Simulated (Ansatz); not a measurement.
Consider InSe/InSe (GaSe type bilayer).

The cell holds 8 atoms: 4 In and 4 Se. Cell: a = 3.957 Å, b = 3.957 Å, c = 50.100 Å, α = 90.0°, β = 90.0°, γ = 120.0°. It derives from In1Se1. Regions: layer 1 (InSe), 4 atoms (2 In and 2 Se); layer 2 (InSe), 4 atoms (2 In and 2 Se). Vacuum lies along c.

```xyz
8
Lattice="3.9572 0.0000 0.0000 -1.9786 3.4270 0.0000 0.0000 0.0000 50.1000" Properties=species:S:1:pos:R:3
In    0.0000    2.2847   22.3809
In    0.0000    2.2847   19.6287
Se    1.9786    1.1423   23.6715
Se    1.9786    1.1423   18.3325
In    1.9786    1.1423   30.4714
In    1.9786    1.1423   27.7190
Se    0.0000    0.0000   31.7675
Se    0.0000    0.0000   26.4267
```

The structure was relaxed with PBEsol-D3(BJ). At the settings of the band run the largest force is still 0.06 eV/Å. The runs that relaxed it are not among those shown.

Gaps computed with Ansatz 0.2.0 without a self-energy: PBEsol 1.12 eV and PBEsol+SOC 1.11 eV.

Question: What gap should G0W0 on PBEsol give (6×6×1 mesh, 1103 empty bands, screening to 80 eV, PAW set soft_1 files)?

About 2.09 eV: on its mesh the run moves the gap from 1.17 eV by +0.91 eV. A band edge moves to another state on the way. Bands and cutoff are finite, so the gap is not at the basis limit. The miss can reach some tenths of an eV and take either sign; the mesh is an error of its own. The mesh in the plane is coarse for a sheet; gap and any exciton binding can still move on denser ones. The many-body steps are scalar-relativistic: spin-orbit coupling is not in them.

[Paths, hosts, dates, memory and timing lines, banners, echoed tables and standing remarks are left out of the program output.]

[Logs are printed without paths, hosts, clocks, repeated set-up lines and the standing remarks that a program may print on its own settings, such as how far it seeks lower states.]

[Runs of the session that timed out or met a known fault of the program may be left out.]

[Cells called generated may have been cut or substituted from an entry of the Crystallography Open Database or the Materials Project.]

[Hosts, paths, dates, database ids (printed as entryN), source tags and the programs' standing remarks are cut or masked in the printed files.]
